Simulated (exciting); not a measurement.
An input for exciting (release sodium) (C):

input.xml

```xml
<input>
  <title>C</title>
  <structure speciespath="./" tshift="false">
    <crystal scale="1.0">
      <basevect>0.000000000000 1.783370000000 1.783370000000</basevect>
      <basevect>1.783370000000 0.000000000000 1.783370000000</basevect>
      <basevect>1.783370000000 1.783370000000 0.000000000000</basevect>
    </crystal>
    <species speciesfile="C.xml" rmt="1.4">
      <atom coord="0.750000000000 0.750000000000 0.750000000000"/>
      <atom coord="0.500000000000 0.500000000000 0.500000000000"/>
    </species>
  </structure>
  <groundstate do="fromscratch" ngridk="13 13 13" rgkmax="6.5" gmaxvr="14" lmaxapw="10" lmaxmat="10" lmaxvr="8" xctype="GGA_PBE_R" stype="Fermi Dirac" swidth="0.00183747" nempty="10" ValenceRelativity="iora*" epsengy="1e-05" epspot="1e-05" maxscl="75" outputlevel="normal"/>
  <properties>
    <masstensor vklem="0.375 0.375 0.75" ndspem="1" deltaem="0.025"/>
    <TSvdW/>
  </properties>
</input>
```

Potentials or basis: all-electron LAPW+lo, shipped species files, valence relativity iora*.

Run with:

```console
$ OMP_NUM_THREADS=1 exciting_smp
```

Problem. What does the program do with it?

Solution. The run stopped without a result. It printed:

Output:

```text
Error(checkmt): muffin-tin spheres overlap between
                   species    1 atom    1 and
                   species    1 atom    1

   Sum of muffin-tin radii :    2.8000
   Distance between atoms  :    2.5221

   Please check, and possibly reduce, the input (or default) values
   of the attribute ''rmt'' inside the element ''species''
   for species    1 and    1

   See link:
```
